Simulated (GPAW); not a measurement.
The system is AlPt.

```
CELL_PARAMETERS angstrom
4.87893 0.00000 0.00000
0.00000 4.87893 0.00000
0.00000 0.00000 4.87893
ATOMIC_POSITIONS crystal
Pt 0.84494 0.65506 0.34494
Pt 0.65506 0.34494 0.84494
Pt 0.34494 0.84494 0.65506
Pt 0.15506 0.15506 0.15506
Al 0.15597 0.34403 0.65597
Al 0.34403 0.65597 0.15597
Al 0.65597 0.15597 0.34403
Al 0.84403 0.84403 0.84403
```

The cell is a database's computed one.

Program: GPAW 26.7.0. Alike in all runs: task single point; potentials or basis PAW data sets generated in the run's folder for this functional, pw; no spin polarisation; cell as given; k mesh 5 × 5 × 5; cutoff (eV) 600; smearing fermi-dirac 0.05 eV.

Order these runs on this cell by their pressure, lowest first.
A. level PBEsol+U; U Pt d U = 8 eV
B. level PBEsol+U; U Pt d U = 2 eV
C. level PBEsol
D. level PBEsol+U; U Pt d U = 4 eV

A (-6.8 GPa), D (-4.0 GPa), B (-2.4 GPa), C (-0.6 GPa).

Caveats: U without spin polarisation on a metal has little footing (some runs); the U is typed as a test and isn't derived for this compound (some runs).

Runs at the PBE level aren't shown here.
